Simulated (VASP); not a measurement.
Write the native input for VASP 6.6.1 that does the following.

```
Task                   : single point
Functional             : PBE
Potentials or basis    : VASP PAW PBE potentials, release 64 (Al_GW, N_GW)
Cutoff                 : 450 eV
k mesh                 : 7 × 7 × 7
Occupations            : gaussian, width 0.02 eV
Spin                   : no spin polarisation
Further INCAR settings : ALGO = Normal; EDIFF = 1e-07; NBANDS = 11
```

The structure of AlN lies in POSCAR:

```
AlN
1.0
    0.0000000000      2.0345180000      2.0345180000
    2.0345180000      0.0000000000      2.0345180000
    2.0345180000      2.0345180000      0.0000000000
Al N
1 1
Direct
    0.5000000000      0.5000000000      0.5000000000
    0.0000000000      0.0000000000      0.0000000000
```

Measurements of this composition are mostly on another form, of space group No. 186.

These files were run (other wordings do the same):

INCAR

```
PREC = Accurate
ENCUT = 450
EDIFF = 1E-7
ISMEAR = 0
SIGMA = 0.02
LREAL = False
LASPH = True
NELM = 100
ALGO = Normal
ISIF = 2
LWAVE = False
LCHARG = False
GGA = PE
NBANDS = 11
```

KPOINTS

```
regular mesh
0
Gamma
  7 7 7
```

Potentials or basis: VASP PAW PBE potentials, release 64 (Al_GW, N_GW).

Run with:

```console
$ cat potpaw_PBE.64/Al_GW/POTCAR potpaw_PBE.64/N_GW/POTCAR > POTCAR
$ mpirun -np 1 vasp_std > vasp.out
```

It gave:

* Band gap on the k mesh: 4.74 eV, indirect (least direct gap 5.40 eV)

Caveat: an odd mesh through Γ misses points on the zone boundary, where band edges often lie.

Wall time 5.4 s on 1 thread of Intel(R) Xeon(R) 6975P-C (Granite Rapids), on a shared host, peak memory 0.12 GiB.
